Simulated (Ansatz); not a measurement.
Crystal: Bi.

```xyz
1
Lattice="-1.9814 1.9814 1.9814 1.9814 -1.9814 1.9814 1.9814 1.9814 -1.9814" Properties=species:S:1:pos:R:3 pbc="T T T"
Bi    0.0000    0.0000    0.0000
```

This isn't the form of Bi at room conditions, which is rhombohedral.

A run of Ansatz 0.2.0 on this cell left the log below. Logs are shortened: lines on timing, memory, paths and dates and some standing lists are left out, and cuts for length are marked.

```text
Warning: RAYON_NUM_THREADS=2 ignored (pool sized by the plan → 2); use --threads N
Engine: ansatz 0.2.0, aarch64-unknown-linux-gnu
Pseudopotentials: kind: paw
Pseudopotential: Bi, paw, valence charge 15, recommended cutoff 420 eV (normal), Bi.paw.azcp
Functional definition: PBEsol
  exchange = pbesol_x
  correlation = pbesol_c
Crystal: 1 atoms, lattice volume = 31.117 Å³
Basis set: ecut = 420 eV, 603 PW (Γ), exchange–correlation on 48×48×48 points (8 copies of the dense FFT grid, shifted against one another)
Bands: 12, of which v1, the nominal top of the filled ones, is band 8 counted from 1 (7 counted from 0)
Symmetry: 48 space group operations
Space group: Im-3m (ITA 229), of the structure as read, at distance tolerance 3.1e-5 Å
k-points: 29 of 512
Non-local potential: Bi, projectors of the file, l = 0: 2, l = 1: 2, l = 2: 2, l = 3: 2
PAW form: soft (Blöchl's): semilocal exchange-correlation on the pseudo side does not see the compensation charge
PAW frozen core: Bi, regenerated for the run's functional, and the local potential with it (the file was generated under x = pbe(κ = 0.804, μ = 0.2195149727645171), c = pbe(β = 0.06672455060314922))
PAW one-centre angular grid: Bi, 590 points (default); XC on 64 Gauss nodes
Initial density: superposition of atomic densities (neutral atoms: chi_scale 0, normalization atom), corrected by the library's trained network
Initial wavefunctions: pseudopotential atomic-orbital guess
Functional: x = pbesol(κ = 0.804, μ = 0.12345679012345678), c = pbesol(β = 0.046)
SCF iter   1: F=—  HF=-12241.886562 eV  |F-HF|=—  |Δ(HF+E_count)|=         —  Δρ=8.74e-4  dr2=2.05e-4  ethr=1.77e-3  ⟨swp⟩=5.7  Hψ=1999  notcnv=0
preconditioner: auto → none  [insulator: Δε(μ)=0.285 eV  Ē_g=24.039 eV  σ=0.050 eV  W_gap=0.56  n_scr=12 (ndim 8)  ℏωp=25.8 eV  f_vac=0.000  D(μ)=0.80/eV (n_scr^D=0)  ε∞_Penn≈2.2]
SCF iter   2: F=—  HF=-12241.885876 eV  |F-HF|=—  |Δ(HF+E_count)|=   6.85e-4  Δρ=4.64e-4  dr2=4.60e-5  ethr=1.37e-6  ⟨swp⟩=2.4  Hψ=828  notcnv=0  defer=1
SCF iter   3: F=—  HF=-12241.885887 eV  |F-HF|=—  |Δ(HF+E_count)|=   1.03e-5  Δρ=2.76e-4  dr2=1.97e-5  ethr=3.06e-7  ⟨swp⟩=2.0  Hψ=555  notcnv=0  defer=1
SCF iter   4: F=—  HF=-12241.885874 eV  |F-HF|=—  |Δ(HF+E_count)|=   1.23e-5  Δρ=5.97e-5  dr2=9.42e-7  ethr=1.31e-7  ⟨swp⟩=2.1  Hψ=515  notcnv=0  defer=1
[... 69 lines left out ...]
  max |Σ_I F_I| component: 2.10e-31 eV/Å
--- Stress (GPa, compression-positive) ---
       -2.223226       0.000000      -0.000000
        0.000000      -2.223226       0.000000
       -0.000000       0.000000      -2.223226
  P = ⅓ Tr σ = -2.2232 GPa (-22.232 kbar)
--- Band table (eV; the first three rows and the last of 29) ---
  k-point 0: bands = ["-11.3919", "-11.3919", "-11.3919", "-11.2616", "-11.2616", "-1.9458", "16.6953", "16.6953", "16.6953", "20.6953", "22.0269", "22.0269"]
  k-point 1: bands = ["-11.3978", "-11.3821", "-11.3614", "-11.2683", "-11.2628", "-1.6617", "14.3003", "15.9123", "16.4401", "20.1565", "20.9902", "21.7536"]
  k-point 2: bands = ["-11.4119", "-11.3651", "-11.2867", "-11.2786", "-11.2655", "-0.8381", "10.8049", "14.5467", "15.8210", "18.6469", "19.9608", "22.0918"]
  k-point 28: bands = ["-11.4023", "-11.4023", "-11.1983", "-11.1983", "-11.1983", "3.2192", "9.7696", "9.7696", "9.7696", "15.0883", "15.0883", "26.8564"]
--- Elastic constants: 2 strain directions × 2 members + reference (group order 48) ---
  dense FFT box of the reference and of every strained cell: 24×24×24
  strains applied: 11, 23; error gains: componentwise 1.00 (the most a stress slope's error grows in a printed constant), spectral 1.73 (1 for all six strains in a standard setting)
  C = ∂σ_k/∂η_j (tension-positive GPa; Voigt order 11 22 33 23 13 12):
        95.456     29.293     29.293     -0.000     -0.000     -0.000
        29.293     95.456     29.293      0.000     -0.000      0.000
        29.293     29.293     95.456      0.000      0.000     -0.000
         0.000     -0.000      0.000     -1.354      0.000      0.000
        -0.000      0.000     -0.000      0.000     -1.354     -0.000
         0.000     -0.000      0.000      0.000      0.000     -1.354
  reference stress σ⁰ (GPa):      2.223      2.223      2.223     -0.000      0.000     -0.000
  C* (energy form; C + prestress term) asymmetry max|C*_kj − C*_jk| = 3.553e-15 GPa — a small one proves nothing (zero by symmetry where the batch's group is 432, −43m or m−3m); a large one is finite-difference/SCF noise where every solve meets its electron count
  moduli (Voigt/Reuss/Hill, GPa): K = 51.35/51.35/51.35   G = 12.42/-2.32/5.05   E = 14.67   ν = 0.452
  mechanically stable: NO (min eigenvalue of sym C = -1.35 GPa)
  strain η (Voigt 11):  stress-route row diagonal C_11 = 95.46 GPa, energy-path curvature d²(F+E_count+ΔE)/dδ²/Ω₀ = 95.58 GPa
         δ    σ_11 (GPa)             F (eV)   n_scf  n_hpsi   n_pw
    -2.000e-3       2.0323      -12241.8867093       5   12217    622   relax 0 steps, max|allowed force component| 0.00e0 eV/Å
     2.000e-3       2.4142      -12241.8849789       4   11074    622   relax 0 steps, max|allowed force component| 0.00e0 eV/Å
  strain η (Voigt 23):  stress-route row diagonal C_44 = -1.35 GPa, energy-path curvature d²(F+E_count+ΔE)/dδ²/Ω₀ = -2.50 GPa
         δ    σ_23 (GPa)             F (eV)   n_scf  n_hpsi   n_pw
    -2.000e-3       0.0027      -12241.8858814       5   19602    622   relax 0 steps, max|allowed force component| 0.00e0 eV/Å
     2.000e-3      -0.0027      -12241.8858814       4   18979    622   relax 0 steps, max|allowed force component| 0.00e0 eV/Å
```

Q: What input gives this log?

A: Elastic constants with PBEsol, no spin polarisation. The files as run (others can give the same):

input.yaml
```yaml
crystal:
  lattice:
    - [-1.9814305318, 1.9814305318, 1.9814305318]
    - [1.9814305318, -1.9814305318, 1.9814305318]
    - [1.9814305318, 1.9814305318, -1.9814305318]
  atoms:
    - { symbol: Bi, position: [0.0, 0.0, 0.0] }
hamiltonian:
  xc: pbesol
  pseudopotentials: { kind: paw }
kpoints:
  mp_grid: { grid: [8, 8, 8] }
scf:
  occupations: { method: fermi_dirac, width: 0.05 }
output:
  forces: true
  stress: true
elastic:
  mode: relaxed_ion
  stencil: two_point
```

Potentials or basis: Ansatz PAW.
Launch:
```sh
$ ansatz run input.yaml --threads 2 --pin off --max-ram 5120MiB --backend cpu --events-out ev --progress --plain --runs-dir out
```

Caveat: the elastic tensor has a negative eigenvalue, so either the cell is unstable as it stands or the mesh is too thin; spin-orbit coupling is left out, which moves the levels of the heavy elements; the PAW data sets come from PBE, with cores solved anew for the run's functional, which leaves a small shift of forces and pressure.
